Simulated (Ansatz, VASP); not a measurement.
# MgS in VASP and in Ansatz

The input POSCAR:

```
MgS
1.0
   -0.0868906991      2.5146272379      2.5146272379
    2.5146272379     -0.0868906991      2.5146272379
    2.5146272379      2.5146272379     -0.0868906991
Mg S
1 1
Direct
    0.0000000000      0.0000000000      0.0000000000
    0.5000000000      0.5000000000      0.5000000000
```

INCAR.step1

```
SYSTEM = MgS
ALGO = Normal
EDIFF = 1E-5
ENCUT = 520
GGA = PE
ISIF = 2
ISMEAR = 0
LASPH = .True.
LREAL = .False.
LWAVE = .True.
NBANDS = 11
NELM = 100
PREC = Accurate
SIGMA = 0.01
```

Contents of INCAR.step2:

```
SYSTEM = MgS
ALGO = Normal
EDIFF = 1E-6
ENCUT = 520
GGA = PE
HFSCREEN = 0.2079
ISIF = 2
ISMEAR = 0
ISTART = 1
LASPH = .True.
LCHARG = .True.
LELF = .True.
LHFCALC = .True.
LREAL = .False.
LVHAR = .True.
LWAVE = .False.
NBANDS = 11
NELM = 100
PREC = Accurate
PRECFOCK = Normal
SIGMA = 0.01
```

Contents of KPOINTS:

```
k-points
0
Gamma
  6 6 6
  0 0 0
```

Input for Ansatz:

```yaml
crystal:
  lattice:
    - [-0.0868906991, 2.5146272379, 2.5146272379]
    - [2.5146272379, -0.0868906991, 2.5146272379]
    - [2.5146272379, 2.5146272379, -0.0868906991]
  atoms:
    - { symbol: Mg, position: [0.0, 0.0, 0.0] }
    - { symbol: S, position: [0.5, 0.5, 0.5] }
kpoints:
  mp_grid: { grid: [6, 6, 6] }
  band_path:
    path:
      - [0.0, 0.0, 0.0]
      - [0.5, 0.0, 0.5]
      - [0.625, 0.25, 0.625]
      - [0.375, 0.375, 0.75]
      - [0.5, 0.5, 0.5]
      - [0.5, 0.25, 0.75]
    npoints: 1
hamiltonian:
  xc: hse06
scf:
  occupations: { method: fixed }
  n_extra_bands: 4
output:
  forces: true
  stress: true
  eigenvalues: true
```

Change from the starting cell: shear_111 strain -5.0%.

Alike in both runs: task single point; functional HSE06; k mesh 6 × 6 × 6; no spin polarisation.

|  | VASP | Ansatz |
| --- | --- | --- |
| version | VASP 6.6.1 | Ansatz 0.2.0 |
| potentials or method | VASP PAW PBE potentials, release 64 (Mg, S) | plane waves, PAW |
| plane-wave cutoff (eV) | 520 | 420 |
| occupations | gaussian, width 0.01 eV | fixed |
| valence electrons in the cell | 8 | 16 |

|  | VASP | Ansatz | Ansatz less VASP |
| --- | --- | --- | --- |
| gap on the k mesh at the Fermi level (eV) | 3.49 | 3.54 | +0.049 |
| pressure (GPa) | 3.7 | 4.1 | +0.34 |
| largest component of the traceless stress (GPa) | 1.97 | 1.97 | +0.001 |

The two sets of potentials don't hold the same shells in valence. Ansatz warned: «stress_exchange_threshold_loose».

Caveats: the PAW data sets were made with another functional, which shifts forces and pressure a little (VASP). A k mesh can miss the band edges.
